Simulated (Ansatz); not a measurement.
# ZrSi2N4 monolayer in a perpendicular field, part 2 of 2

Aim: how the ZrSi2N4 monolayer screens a field along its normal, and what the field does to its bands. A positive field points along +c.

Ansatz 0.2.0; plane-wave DFT, PBE-D3(BJ), Ansatz PAW.

So far. Step 2 (Relaxing the slab): The lattice constant a goes from 2.920 to 3.030 Å.

## Step 3: Atoms held, field 0

A sawtooth potential applies the field, turning back in the middle of the vacuum. With the dipole correction the typed value is the field outside the slab. The induced dipole is small, so the SCF threshold is tight.

The cell differs from the one that the last finished run ended in (c 45.964 → 24.954 Å).

File input.yaml:

```yaml
crystal:
  lattice:
    - [3.0299770773, 0.0, 0.0]
    - [-1.5149885386, 2.6240371218, 0.0]
    - [0.0, 0.0, 24.9537233195]
  atoms:
    - { symbol: "N", position: [0.0, 0.0, 0.36066762] }
    - { symbol: Si, position: [0.3333333333, 0.6666666667, 0.3798169823] }
    - { symbol: "N", position: [0.3333333333, 0.6666666667, 0.4494245068] }
    - { symbol: Zr, position: [0.0, 0.0, 0.5] }
    - { symbol: "N", position: [0.3333333333, 0.6666666667, 0.5505754932] }
    - { symbol: Si, position: [0.3333333333, 0.6666666667, 0.6201830177] }
    - { symbol: "N", position: [0.0, 0.0, 0.63933238] }
kpoints:
  mp_grid: { grid: [18, 18, 1] }
  band_path:
    path: [[0, 0, 0], [0.5, 0, 0], [0.33333333, 0.33333333, 0], [0, 0, 0]]
    npoints: 16
hamiltonian:
  xc: pbe
  dispersion: d3bj
scf:
  occupations: { method: fermi_dirac, width: 0.02585 }
  convergence: { dr2_threshold: 1.0e-10 }
efield:
  axis: 3
  dipole_correction: true
  ramp_position: 0.97
  ramp_width: 0.06
  amplitude: 0
output:
  dos: { projected: true, e_range: [-6, 5] }
  write_potential: true
  write_density: true
  volumetric_format: npy
  elf: true
```

The run is started by

```bash
> ansatz run input.yaml --threads 2 --pin off --max-ram 3072MiB --backend cpu --events-out ev --progress --plain --runs-dir out
```

Numbers of over 12 decimals in the logs are rounded to 6 here.

Output:

```text
[...]
Crystal: 7 atoms, lattice volume = 198.401 Å³
Basis set: ecut = 420 eV, 3839 PW (Γ)
Bands: 27, of which v1, the nominal top of the filled ones, is band 20 counted from 1 (19 counted from 0)
Symmetry: 6 space group operations
k-points: 37 of 324 (time reversal used)
[...]
SCF iter   1: F=—  HF=-6999.887529 eV  |F-HF|=—  |Δ(HF+E_count)|=         —  Δρ=4.59e-3  dr2=1.35e-1  ethr=1.77e-3  p=-0.000 e·Å  D=-2.38e-14 V/Å  ΔV_dip=0.00 eV  dr2_dipole=1.36e-9  V_vac-E_F(+/−)=4.84/4.84 eV  ⟨swp⟩=9.2  Hψ=6422  notcnv=0  defer=8
efield: sawtooth ramp at fractional position 0.9700 (set: `efield.ramp_position`, or a place that a band, a saddle search or an elastic batch's reference lends), width 0.0600; the density the first Hamiltonian is built on has a dipole p = -0.000 e·Å; the dipole correction subtracts the counter field D = -2.38e-14 V/Å, which shifts the + side's vacuum level by +0.00 eV against the − side's; the planar-averaged density in the ramp window peaks in size at 1.2e-5 e/Å³
[...]
SCF iter   2: F=—  HF=-6999.922840 eV  |F-HF|=—  |Δ(HF+E_count)|=   3.53e-2  Δρ=6.36e-3  dr2=3.59e-1  ethr=3.37e-4  p=-0.000 e·Å  D=-2.49e-5 V/Å  ΔV_dip=0.00 eV  dr2_dipole=3.38e-8  V_vac-E_F(+/−)=5.86/5.86 eV  ⟨swp⟩=4.1  Hψ=2277  notcnv=0  defer=89  recentre
[...]
SCF iter  14: F=-6999.869778 eV  HF=-6999.869778 eV  |F-HF|=5.73e-11  |Δ(HF+E_count)|=  1.67e-10  Δρ=1.60e-7  dr2=7.61e-11  ethr=1.00e-12  p=0.000 e·Å  D=4.88e-7 V/Å  ΔV_dip=-0.00 eV  dr2_dipole=9.96e-12  V_vac-E_F(+/−)=5.59/5.59 eV  ⟨swp⟩=11.5  Hψ=4201  notcnv=0
SCF 1 converged in 14 iterations: F = -6999.869778 eV  dr2 = 7.61e-11
[...]
NSCF: frozen V_eff on 49 k-points
efield: sawtooth ramp at fractional position 0.9700 (kept from the solve that this one continues, or follows in the run), width 0.0600; the density the first Hamiltonian is built on has a dipole p = 0.000 e·Å; the dipole correction subtracts the counter field D = 4.88e-7 V/Å, which shifts the + side's vacuum level by -0.00 eV against the − side's; the planar-averaged density in the ramp window peaks in size at 4.0e-7 e/Å³
[...]
SCF converged after 14 iterations
Free energy (F): -6999.869778 eV
[...]
Internal energy: -6999.869778 eV  (E = F + TS)
E sigma→0 (E₀):  -6999.869778 eV
Fermi energy:    0.834005 eV
Dipole field:    D = -0.000004 V/Å  (p = -0.000004 e·Å, saw-weighted, corrected)
Work function:   Φ+ = 5.5914 eV   Φ− = 5.5913 eV
Levels:          The Fermi level and band energies are counted from a zero that moves with the ramp; work functions are not
[...]
--- Band table (eV; the first three rows and the last of 37) ---
  k-point 0: bands = [... 16 lower, -2.0302, -0.8743, -0.8558, -0.8558, 2.3184, 4.1946, 4.4464, 5.1170, ... 3 higher]
  k-point 1: bands = [... 16 lower, -1.9780, -0.9904, -0.9056, -0.7322, 2.3587, 4.2840, 4.3081, 5.1362, ... 3 higher]
  k-point 2: bands = [... 16 lower, -1.8266, -1.1041, -1.0441, -0.6712, 2.3172, 4.2033, 4.5623, 5.1941, ... 3 higher]
  k-point 36: bands = [... 16 lower, -2.5330, -2.2402, -0.5236, 0.2284, 2.0672, 4.8885, 5.5764, 6.8379, ... 3 higher]
```

The job ended after 20 s (2 threads of Arm Neoverse V2, shared host; peak memory 0.53 GiB; 39 s of CPU time).

Numbers from this step:

* gap on the k-mesh: 1.283 eV
* dipole along the normal: -4.14e-6 e·Å
* gap along the path: 1.281 eV
* smallest direct gap along the path: 1.802 eV
* ionisation energy, upper face: 6.197 eV
* electron affinity, upper face: 4.916 eV
* gap, the smaller of path and mesh: 1.281 eV

Running mean over a fixed 2.6 Å (it still follows the layers) of the planar mean; the ramp of the sawtooth is left out. Electron's electrostatic potential energy less the Fermi level against z:

| z (Å) | electron's electrostatic potential energy less the Fermi level (eV) |
| --- | --- |
| 4 | 5.59 |
| 5 | 5.59 |
| 6 | 5.57 |
| 7 | 5.10 |
| 8 | -1.18 |
| 9 | -7.33 |
| 10 | -9.03 |
| 11 | -7.41 |
| 12 | -11.8 |
| 13 | -11.6 |
| 14 | -7.28 |
| 15 | -9.01 |
| 16 | -7.21 |
| 17 | -0.742 |
| 18 | 5.17 |
| 19 | 5.57 |
| 20 | 5.59 |
| 21 | 5.59 |

The density of states has structure finer than the step of the table below, so its rows give means over 0.25 eV, whole bins alone (the curve runs from -6 to 2.66 eV). Peaks (eV: height): -5.970: 7.46, -5.040: 6.99, -4.810: 10.9, -2.420: 7.73, -1.640: 12.8, -1.450: 7.22, 0.700: 12.3.

Density of states against energy, zero at the Fermi level of the run, which the smearing sets inside the gap; means over each step:

| energy (eV) | density of states (states/eV a cell) |
| --- | --- |
| -5.75 | 2.00 |
| -5.50 | 3.06 |
| -5.25 | 4.22 |
| -5.00 | 4.19 |
| -4.75 | 6.96 |
| -4.50 | 3.39 |
| -4.25 | 3.74 |
| -4.00 | 4.11 |
| -3.75 | 2.70 |
| -3.50 | 1.46 |
| -3.25 | 1.64 |
| -3.00 | 2.47 |
| -2.75 | 4.10 |
| -2.50 | 4.89 |
| -2.25 | 3.82 |
| -2.00 | 4.22 |
| -1.75 | 5.21 |
| -1.50 | 6.85 |
| -1.25 | 1.68 |
| -1.00 | 0.872 |
| -0.75 | 0.749 |
| -0.50 | 0.0231 |
| -0.25 | 0 |
| 0.00 | 0 |
| 0.25 | 0 |
| 0.50 | 0 |
| 0.75 | 4.75 |
| 1.00 | 1.76 |
| 1.25 | 0.707 |
| 1.50 | 0.391 |
| 1.75 | 0 |

Projected DOS per atom over height of the atomic layer and energy from the Fermi level. Layers: N Si N Zr N Si N from below.

Values in states/eV, 22 rows by 7 columns, each cell a mean:
```
0.00 0.00 0.00 0.00 0.00 0.00 0.00
0.00 0.00 0.00 0.00 0.00 0.00 0.00
0.01 0.01 0.02 0.15 0.02 0.01 0.01
0.01 0.01 0.05 0.59 0.05 0.01 0.01
0.08 0.05 0.24 2.96 0.24 0.05 0.08
0.01 0.00 0.02 0.23 0.02 0.00 0.01
0.00 0.00 0.00 0.00 0.00 0.00 0.00
0.00 0.00 0.00 0.00 0.00 0.00 0.00
0.12 0.00 0.14 0.01 0.14 0.00 0.12
0.21 0.01 0.24 0.04 0.24 0.01 0.21
1.25 0.04 1.60 0.33 1.60 0.04 1.25
0.69 0.03 1.11 0.48 1.11 0.03 0.69
0.77 0.05 1.03 0.60 1.03 0.05 0.77
0.64 0.07 1.00 0.62 1.00 0.07 0.64
0.28 0.05 0.63 0.35 0.63 0.05 0.28
0.17 0.03 0.37 0.35 0.37 0.03 0.17
0.61 0.13 0.60 0.55 0.60 0.13 0.61
0.73 0.19 0.75 0.51 0.75 0.19 0.73
1.15 0.38 0.81 0.52 0.81 0.38 1.15
0.95 0.44 0.76 0.45 0.76 0.44 0.95
0.64 0.34 0.53 0.40 0.53 0.34 0.64
0.57 0.33 0.48 0.47 0.48 0.33 0.57
```
Columns: height of the atomic layer (Å) from 9 to 16.0 (not evenly spaced); rows upwards: energy from the Fermi level (eV) from -5.96 to 2.59.

The electronic bands at the labelled points (eV, zero at the Fermi level of the run, which the smearing sets inside the gap):

| point | band 17 | band 18 | band 19 | band 20 | band 21 | band 22 | band 23 | band 24 |
| --- | --- | --- | --- | --- | --- | --- | --- | --- |
| Γ | -2.86 | -1.71 | -1.69 | -1.69 | 1.48 | 3.36 | 3.61 | 4.28 |
| halfway | -2.40 | -2.39 | -2.01 | -1.63 | 0.83 | 3.57 | 3.86 | 4.75 |
| M | -3.01 | -1.74 | -1.69 | -1.29 | 0.76 | 2.75 | 2.90 | 5.90 |
| halfway | -2.94 | -2.18 | -1.44 | -1.04 | 0.92 | 4.16 | 4.22 | 4.91 |
| K | -3.37 | -3.07 | -1.36 | -0.61 | 1.23 | 4.05 | 4.74 | 6.00 |
| halfway | -2.46 | -1.87 | -1.85 | -1.59 | 0.71 | 4.16 | 4.72 | 4.97 |
| Γ | -2.86 | -1.71 | -1.69 | -1.69 | 1.48 | 3.36 | 3.61 | 4.28 |

Electrostatic potential energy in the ca plane at fractional y = 0.667, with atoms of Si and N within 0.2 Å of it. With pseudopotentials it is smooth inside the atoms' cores, unlike the true potential.

Ten even steps from '0' (-58 eV) to '9' (6 eV), each cell a mean:
```
99999999999999999999988899998765689999988999
99999999999999999999988899998765689999988999
99999999999999999999987789998877789998877899
99999999999999999999863358856888875687434789
99999999999999999999730026401688840156100489
99999999999999999999720026400589830055100489
99999999999999999999852257745888874587423689
99999999999999999999987789998877788998777899
```
Columns run along c (16.0 Å, from fractional 0.05 to 0.69 of the cell; values clipped at the 3rd and 97th percentile), rows up along a (3.0 Å). Atoms in or near the plane, at fractional coordinates: Si at (0.38, 0.33), N at (0.45, 0.33), N at (0.55, 0.33), Si at (0.62, 0.33).

ELF in the ca plane at fractional y = 0.667, with atoms of Si and N within 0.2 Å of it. It is the smooth field of the valence electrons, not physical close to the nuclei.

Ten even steps from '0' (0.00) to '9' (0.86), each cell a mean:
```
00000000002467775211212553121114777642100000
00000000002467775201112563111014777652100000
00000000001246885235752222476424787531000000
00000000000135653478997215999853466410000000
00000000000023221698468427836982212210000000
00000000000022222698358427736982312210000000
00000000000135542489897215988862355310000000
00000000001246885346763222577434787531000000
```
Columns run along c (16.0 Å, from fractional 0.15 to 0.80 of the cell), rows up along a (3.0 Å). Atoms in or near the plane, at fractional coordinates: Si at (0.38, 0.33), N at (0.45, 0.33), N at (0.55, 0.33), Si at (0.62, 0.33).

Valence density in the ca plane at fractional y = 0.667, with atoms of Si and N within 0.2 Å of it. It is the smooth field of the valence electrons, not physical close to the nuclei.

Ten steps, logarithmic in the rise over the least value, from '0' (0.0 e/Å³) to '9' (3.5 e/Å³), each cell a mean:
```
00000000000000000013566533334567644333456542
00000000000000000013566533334567643323456543
00000000000000000013455544455555555544455542
00000000000000000012455455788654578765555532
00000000000000000012343357899854689986433432
00000000000000000012343357999864699986423432
00000000000000000012455456788754578875545532
00000000000000000013455544556555556544455542
```
Columns run along c (16.0 Å, from fractional 0.05 to 0.69 of the cell), rows up along a (3.0 Å). Atoms in or near the plane, at fractional coordinates: Si at (0.38, 0.33), N at (0.45, 0.33), N at (0.55, 0.33), Si at (0.62, 0.33).

The gap is 1.28 eV, with the valence edge 6.20 eV and the conduction edge 4.92 eV under the upper vacuum level.

## Step 4: Single point, field 0.1 V/Å

input.yaml, as its differences from that of step 3:

```diff
@@ -29,5 +29,4 @@
   ramp_width: 0.06
-  amplitude: 0
+  amplitude: 0.1
 output:
-  dos: { projected: true, e_range: [-6, 5] }
   write_potential: true
@@ -35,2 +34 @@
   volumetric_format: npy
-  elf: true
```

Output:

```text
[...]
Crystal: 7 atoms, lattice volume = 198.401 Å³
Basis set: ecut = 420 eV, 3839 PW (Γ)
Bands: 27, of which v1, the nominal top of the filled ones, is band 20 counted from 1 (19 counted from 0)
Symmetry: 6 space group operations
k-points: 37 of 324 (time reversal used)
[...]
k-point 0: bands = [... 16 lower, -2.0302, -0.8738, -0.8559, -0.8559, 2.3180, 4.1864, 4.4525, 5.1168, ... 3 higher]
  k-point 1: bands = [... 16 lower, -1.9780, -0.9902, -0.9057, -0.7320, 2.3583, 4.2518, 4.3380, 5.1360, ... 3 higher]
  k-point 2: bands = [... 16 lower, -1.8268, -1.1036, -1.0442, -0.6709, 2.3170, 4.1979, 4.5650, 5.1939, ... 3 higher]
  k-point 36: bands = [... 16 lower, -2.5331, -2.2403, -0.5247, 0.2292, 2.0670, 4.8884, 5.5757, 6.8380, ... 3 higher]
[key lines of the parts left out:]
SCF converged after 18 iterations
Free energy (F): -6999.871543 eV
Fermi energy:    0.834366 eV
Dipole field:    D = 0.032202 V/Å  (p = 0.035308 e·Å, saw-weighted, corrected)
```

The job ended after 22 s (2 threads; peak memory 0.52 GiB).

The dipole is 0.0353 e·Å, and the gap 1.280 eV.

## Step 5: Single point, field -0.1 V/Å

input.yaml, as its differences from that of step 4:

```diff
@@ -29,3 +29,3 @@
   ramp_width: 0.06
-  amplitude: 0.1
+  amplitude: -0.1
 output:
```

Output:

```text
[...]
Crystal: 7 atoms, lattice volume = 198.401 Å³
Basis set: ecut = 420 eV, 3839 PW (Γ)
Bands: 27, of which v1, the nominal top of the filled ones, is band 20 counted from 1 (19 counted from 0)
Symmetry: 6 space group operations
k-points: 37 of 324 (time reversal used)
[...]
k-point 0: bands = [... 16 lower, -2.0302, -0.8738, -0.8559, -0.8559, 2.3180, 4.1864, 4.4525, 5.1168, ... 3 higher]
  k-point 1: bands = [... 16 lower, -1.9780, -0.9902, -0.9057, -0.7320, 2.3583, 4.2518, 4.3380, 5.1360, ... 3 higher]
  k-point 2: bands = [... 16 lower, -1.8268, -1.1036, -1.0442, -0.6709, 2.3170, 4.1979, 4.5650, 5.1939, ... 3 higher]
  k-point 36: bands = [... 16 lower, -2.5331, -2.2403, -0.5247, 0.2292, 2.0670, 4.8884, 5.5757, 6.8380, ... 3 higher]
[key lines of the parts left out:]
SCF converged after 18 iterations
Free energy (F): -6999.871543 eV
Fermi energy:    0.834366 eV
Dipole field:    D = -0.032202 V/Å  (p = -0.035308 e·Å, saw-weighted, corrected)
```

Wall time 23 s (2 threads); peak memory 0.52 GiB.

The dipole is -0.0353 e·Å, and the gap 1.280 eV.

## Step 6: Response, atoms held

This step: plane-wave DFT, PBE-D3(BJ), Ansatz PAW; response to a field along the normal, atoms held (Ansatz 0.2.0).

The dipoles give the slope, and the difference of two potentials shows where the field is screened.

This step gave:

```yaml
equivalent_conductor_thickness_p_eps_0ae: 8.036 Å
distance_between_the_outer_atoms: 6.954 Å
```

Table of dipole of the cell by applied field:

| applied field (V/Å) | dipole of the cell (e·Å) |
| --- | --- |
| -0.1000 | -0.0353 |
| 0.0000 | -4.1e-6 |
| 0.1000 | 0.0353 |

Local field over the applied field, running mean. From the potentials at -0.1 and 0.1 V/Å; running mean over 2.5 Å. Local field over applied field against z:

| z (Å) | local field over applied field |
| --- | --- |
| 4.5 | 0.999 |
| 5.0 | 0.998 |
| 5.5 | 0.993 |
| 6.0 | 0.980 |
| 6.5 | 0.942 |
| 7.0 | 0.855 |
| 7.5 | 0.710 |
| 8.0 | 0.545 |
| 8.5 | 0.384 |
| 9.0 | 0.263 |
| 9.5 | 0.184 |
| 10.0 | 0.148 |
| 10.5 | 0.122 |
| 11.0 | 0.109 |
| 11.5 | 0.0910 |
| 12.0 | 0.0688 |
| 12.5 | 0.0550 |
| 13.0 | 0.0709 |
| 13.5 | 0.0929 |
| 14.0 | 0.111 |
| 14.5 | 0.124 |
| 15.0 | 0.151 |
| 15.5 | 0.189 |
| 16.0 | 0.273 |
| 16.5 | 0.397 |
| 17.0 | 0.560 |
| 17.5 | 0.725 |
| 18.0 | 0.866 |
| 18.5 | 0.947 |
| 19.0 | 0.982 |
| 19.5 | 0.994 |
| 20.0 | 0.998 |
| 20.5 | 0.999 |

The induced electron density oscillates, so the rows of the table below give means over windows of 0.5 Å about each position, cut where the curve ends. Its maxima inside the range that stand out by 2 % of the span (Å: e/Å³ per V/Å): 8.18: 0.00384, 9.15: 0.00107, 10.54: 0.00115, 11.23: 0.00127, 13.03: 0.00129, 14.00: -4.5e-4, 15.25: 0.00153, 16.08: -2.7e-4. Its minima: 8.87: 2.7e-4, 9.70: -0.00153, 10.95: 4.5e-4, 11.92: -0.00129, 13.72: -0.00127, 14.42: -0.00115, 15.80: -0.00107, 16.77: -0.00384.

Electrons, planar mean, per unit field. The induced electron density by z; means over each step:

z (Å), induced electron density (e/Å³ per V/Å) and a bar from the least value:
```
      4.5    0.00000 ###############
      5.0    0.00001 ###############
      5.5    0.00003 ###############
      6.0    0.00009 ###############
      6.5    0.00029 ################
      7.0    0.00080 ##################
      7.5    0.00195 #######################
      8.0    0.00346 ##############################
      8.5    0.00249 ##########################
      9.0    0.00067 ##################
      9.5   -0.00063 ############
     10.0   -0.00042 #############
     10.5    0.00099 ###################
     11.0    0.00076 ##################
     11.5    0.00042 #################
     12.0   -0.00104 ##########
     12.5    0.00005 ###############
     13.0    0.00104 ###################
     13.5   -0.00058 ############
     14.0   -0.00073 ############
     14.5   -0.00097 ###########
     15.0    0.00060 #################
     15.5    0.00043 #################
     16.0   -0.00068 ############
     16.5   -0.00273 ###
     17.0   -0.00335 
     17.5   -0.00182 #######
     18.0   -0.00072 ############
     18.5   -0.00026 ##############
     19.0   -0.00008 ##############
     19.5   -0.00003 ###############
     20.0   -0.00001 ###############
     20.5    0.00000 ###############
```

The smaller of the gaps on the path and on the k-mesh, counted as 0 under 0.03 eV. The gap stays at 1.28 eV for applied field from -0.1 to 0.1 V/Å.

By hand: between -0.1 and 0.1 V/Å the dipole changes by 0.07062 e·Å, a slope of 0.3531 e·Å²/V. A perfect conductor of thickness t has p = ε₀AEt, so t = 180.95 × 0.3531 / 7.951 = 8.04 Å (e/ε₀ = 180.95 V·Å, A in Å²).

The induced dipole is that of a conductor 8.04 Å thick.

## Step 7: Outcome

```
gap without field                          : 1.28 eV
ionisation energy, upper face              : 6.20 eV
electron affinity, upper face              : 4.92 eV
equivalent conductor thickness, atoms held : 8.04 Å
```

In words: The induced dipole equals that of a perfect conductor 8.04 Å thick, while the outer atoms lie 6.95 Å apart; an out-of-plane ε follows only once a thickness t is chosen, by 1 − 1/ε = 8.04 Å / t. The gap stays within 0.01 eV of 1.28 eV over the fields run, up to 0.1 V/Å in size. Semilocal functionals give gaps that are too small, and excitons are not included. Spin-orbit coupling is left out. The outer anions sit over the metal atoms, one of several polytypes of such layers and not the lowest for every compound.

[Logs are printed without paths, hosts, clocks, repeated set-up lines and the standing remarks that a program may print on its own settings, such as how far it seeks lower states.]

[Hosts, paths, dates, database ids (printed as entryN), source tags and the programs' standing remarks are cut or masked in the printed files.]

[Maps of the electrostatic potential energy from Ansatz leave out the sawtooth potential of an applied field or a dipole correction, so their vacuum need not be flat; planar profiles and work functions include it.]

[The density of states shown here was stored with 400 of the rows of the run's finer table, so its peaks can read low, often by over a quarter, or be missed, and its means over a window can be off by a tenth or more.]
